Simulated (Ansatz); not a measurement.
# Si2Ni: the cost of one run

Method: DFT PBEsol, scalar-relativistic, plane waves, PAW, in Ansatz 0.2.0.

### 1 The system as given

Symmetry: Fm-3m, No. 225, cubic system. Conventional cell: a = 5.406 Å, b = 5.406 Å, c = 5.406 Å, α = 90.00°, β = 90.00°, γ = 90.00°. Around Ni (site symmetry m-3m) lie 8 Si at 2.34 Å. Si (site symmetry -43m) is surrounded by 4 Ni at 2.34 Å.

As a file:

```
Ni Si
1.0
     5.40600    0.00000    0.00000
     0.00000    5.40600    0.00000
     0.00000    0.00000    5.40600
Ni Si
4 8
Direct
  0.00000 0.00000 0.00000
  0.00000 0.50000 0.50000
  0.50000 0.00000 0.50000
  0.50000 0.50000 0.00000
  0.25000 0.25000 0.25000
  0.75000 0.75000 0.75000
  0.25000 0.75000 0.75000
  0.75000 0.25000 0.25000
  0.75000 0.25000 0.75000
  0.25000 0.75000 0.25000
  0.75000 0.75000 0.25000
  0.25000 0.25000 0.75000
```

### 2 Relaxing cell and atoms: Si2Ni, no spin

The input, input.yaml:

```yaml
crystal:
  lattice:
    - [5.406, 0.0, 0.0]
    - [0.0, 5.406, 0.0]
    - [0.0, 0.0, 5.406]
  atoms:
    - { symbol: Ni, position: [0.0, 0.0, 0.0] }
    - { symbol: Ni, position: [0.0, 0.5, 0.5] }
    - { symbol: Ni, position: [0.5, 0.0, 0.5] }
    - { symbol: Ni, position: [0.5, 0.5, 0.0] }
    - { symbol: Si, position: [0.25, 0.25, 0.25] }
    - { symbol: Si, position: [0.75, 0.75, 0.75] }
    - { symbol: Si, position: [0.25, 0.75, 0.75] }
    - { symbol: Si, position: [0.75, 0.25, 0.25] }
    - { symbol: Si, position: [0.75, 0.25, 0.75] }
    - { symbol: Si, position: [0.25, 0.75, 0.25] }
    - { symbol: Si, position: [0.75, 0.75, 0.25] }
    - { symbol: Si, position: [0.25, 0.25, 0.75] }
scf:
  occupations: { method: methfessel_paxton, width: 0.1 }
output:
  forces: true
  stress: true
  eigenvalues: true
  write_density: true
  write_potential: true
  elf: true
  volumetric_format: npy
kpoints:
  mp_grid: { grid: [10, 10, 10] }
hamiltonian:
  xc: pbesol
relax:
  f_tol: 0.005
  adjacent_minimum: "off"
  cell: { stress_tol: 0.03, fix: [shape] }
```

Command:

```bash
$ ansatz run input.yaml --threads 4 --pin off --max-ram 10240MiB --backend cpu --events-out ev --progress --plain --runs-dir out
```

What time and memory should one allow on 4 threads of Intel Xeon 6975P-C (Granite Rapids), shared host?

About 22 s, with a peak of 0.89 GiB.
